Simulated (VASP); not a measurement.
Runs of VASP 6.6.1 on Ni. It takes space group Fm-3m (No. 225, cubic). Conventional cell: a = 3.475 Å, b = 3.475 Å, c = 3.475 Å, α = 90.00°, β = 90.00°, γ = 90.00°. Ni (site symmetry m-3m) is surrounded by 12 Ni at 2.46 Å. 

| level | pressure (GPa) | moment (μB) |
| --- | --- | --- |
| SCAN | -3.5 | (a) |
| r2SCAN | 0.3 | 0.67 |
| TPSS | 0.2 | 0.63 |
| rSCAN | (b) | 0.66 |

Alike in all rows: task band structure; potentials or basis VASP PAW PBE potentials, release 64 (Ni); spin collinear, ferromagnetic start; cell as given; k mesh 13 × 13 × 13; cutoff (eV) 520; smearing fermi-dirac 0.05 eV.

**Question.** Estimate the missing entries.

**Answer.** (a) 0.70; (b) -0.8.

Caveats: the PAW data sets were made with another functional, which shifts forces and pressure a little.

Runs at the PBE level aren't shown here.
